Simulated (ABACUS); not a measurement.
The system is GaAs.

```
As Ga
1.0
     0.00000    2.82685    2.82685
     2.82685    0.00000    2.82685
     2.82685    2.82685    0.00000
As Ga
1 1
Cartesian
  4.2403 4.2403 4.2403
  0.0000 0.0000 0.0000
```

Base run:

```yaml
Program: ABACUS 3.10.1
Functional: PW91
Potentials_or_basis: GBRV ultrasoft 1.5 PBE
Cutoff: 544 eV
Density_cutoff: 4354 eV
Basis: plane waves
k_mesh: 6 × 6 × 6
Occupations: fermi-dirac, width 0.05 eV
Spin: no spin polarisation
```

Its results: band gap on the k mesh 0.46 eV, direct; pressure 3.0 GPa.

Task: The run is repeated on the same cell with these changes: functional from PW91 to BLYP; potentials or basis from GBRV ultrasoft 1.5 PBE to SG15 ONCV 1.2 PBE; cutoff from 544 eV to 1143 eV; density cutoff from 4354 eV to 4572 eV; valence electrons from 24 to 18. What comes out?

Result: Band gap on the k mesh 0.48 eV, direct; pressure 6.0 GPa.

Caveats: the potentials were made for another functional, which shifts forces and pressure.

A k mesh can miss the band edges.

Not every run made on this cell is shown here.
